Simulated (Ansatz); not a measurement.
Level of theory: Ansatz 0.2.0, DFT PBE, scalar-relativistic, plane waves, PAW. Settings: cutoff 420 eV, Γ-centred meshes spaced at most about 0.3 Å⁻¹, and about 0.25 Å⁻¹ or finer for metals (2π included), Gaussian smearing. No spin polarisation.

These are static total energies at zero pressure.

Compare these two cells of Cd3S5, each relaxed at this level.

A.

Space group P-3m1 (No. 164). a = 4.103 Å, b = 4.103 Å, c = 12.492 Å, α = 90.00°, β = 90.00°, γ = 120.00°
```json
{"atom": "Cd", "site": "2d", "symmetry": "3m.", "x": "0.6667", "y": "0.3333", "z": "0.8758"}
{"atom": "Cd", "site": "1b", "symmetry": "-3m.", "x": "0.0000", "y": "0.0000", "z": "0.5000"}
{"atom": "S", "site": "2d", "symmetry": "3m.", "x": "0.6667", "y": "0.3333", "z": "0.2266"}
{"atom": "S", "site": "2d", "symmetry": "3m.", "x": "0.6667", "y": "0.3333", "z": "0.3946"}
{"atom": "S", "site": "1a", "symmetry": "-3m.", "x": "0.0000", "y": "0.0000", "z": "0.0000"}
```

B.

Space group P-62m (No. 189). a = 7.079 Å, b = 7.079 Å, c = 5.019 Å, α = 90.00°, β = 90.00°, γ = 120.00°
```tsv
atom	site	symmetry	x	y	z
Cd	3g	m2m	0.6523	0.0000	0.5000
S	4h	3..	0.3333	0.6667	0.2078
S	1b	-62m	0.0000	0.0000	0.5000
```

Question: Which would you expect to be lower, and how large is the difference?

Answer: A is lower, by 82 meV/atom. A has space group P-3m1 (No. 164), 22.8 Å³/atom and no gap on its mesh; B has space group P-62m (No. 189), 27.2 Å³/atom and no gap. Counting S atoms around Cd (those within 1.25 times the shortest such distance or 1.15 times the sum of covalent radii; a plus sign parts nearer from farther groups), A has Cd 6 and B has Cd 1+4. A and B both hold S–S pairs. The denser one is the lower, and pressure would at first widen the difference. In A, Cd on a site of symmetry 3m is surrounded by 6 S at 2.69–2.83 Å; Cd on a site of symmetry -3m is surrounded by 6 S at 2.71 Å; around S on a site of symmetry 3m lie 1 S at 2.10 Å and 3 Cd at 2.69 Å; 2 more sites not described. In B, Cd is surrounded by 1 S at 2.46 Å and 4 S at 2.74 Å; S on a site of symmetry 3 is surrounded by 1 S at 2.09 Å and 3 Cd at 2.74 Å; S on a site of symmetry -62m is surrounded by 3 Cd at 2.46 Å. Both come from invented guesses.

Cells relaxed within their symmetry can be saddle points.
